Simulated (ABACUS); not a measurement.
Runs of ABACUS 3.10.1 on Nb. The structure is cubic, space group Im-3m (No. 229). Conventional cell: a = 3.328 Å, b = 3.328 Å, c = 3.328 Å, α = 90.00°, β = 90.00°, γ = 90.00°. Around Nb (site symmetry m-3m) lie 8 Nb at 2.88 Å. 

```tsv
task	level	potentials or basis	cell	k mesh	cutoff (eV)	threshold of the eigensolver	path	points for each segment of the path	SCF threshold on the density	eigensolver	mesh quality	gap on the mesh (eV)	pressure (GPa)	V0 of scaled cells (Å³/atom)	relaxed volume (Å³/atom)	B0 (GPa)
relaxation of cell and atoms	PBE	SG15 ONCV 1.2 PBE, DZP LCAO (the cutoffs set its grid)	relaxed	10 × 10 × 10	1361	-	-	-	1e-07	genelpa	not flagged	none	0.0	-	18.25	-
single point	LDA-PW92	PseudoDojo NC SR 0.4.1 LDA standard, plane waves	as given	9 × 9 × 9	1116	-	-	-	1e-08	dav	not flagged	none	(b)	-	-	-
relaxation of cell and atoms	BP86	SG15 ONCV 1.2 PBE, plane waves	relaxed	9 × 9 × 9	1116	-	-	-	1e-08	dav	not flagged	none	-0.1	-	(a)	-
equation of state	rSCAN	SG15 ONCV 1.2 PBE, plane waves	as given	7 × 7 × 7	1293	-	-	-	1e-08	dav	coarse	-	-	18.10	-	164
single point	TM	SG15 ONCV 1.2 PBE, plane waves	as given	7 × 7 × 7	1293	-	-	-	1e-08	dav	coarse	none	-3.1	-	-	-
equation of state	RPBE	SG15 ONCV 1.2 PBE, plane waves	as given	9 × 9 × 9	1116	-	-	-	1e-08	dav	not flagged	-	-	18.42	-	164
```

Alike in all rows: no spin polarisation; smearing fermi-dirac 0.05 eV.

Task: Fill in the values left out.

Result: (a) 18.11; (b) -12.3.

Caveats: some runs use coarse meshes; the potentials were made for another functional, which shifts forces and pressure (some runs); the atomic orbitals were generated for these runs and aren't a published set (some runs); the basis of atomic orbitals isn't converged, which shifts pressures, moduli and gaps (some runs); the fit is doubtful: noisy points or a state that changes with volume (some runs).

A k mesh can miss the band edges, and the runs leave out spin-orbit coupling on Nb.

A gap of «none» marks a metal or a gap under the smearing width.
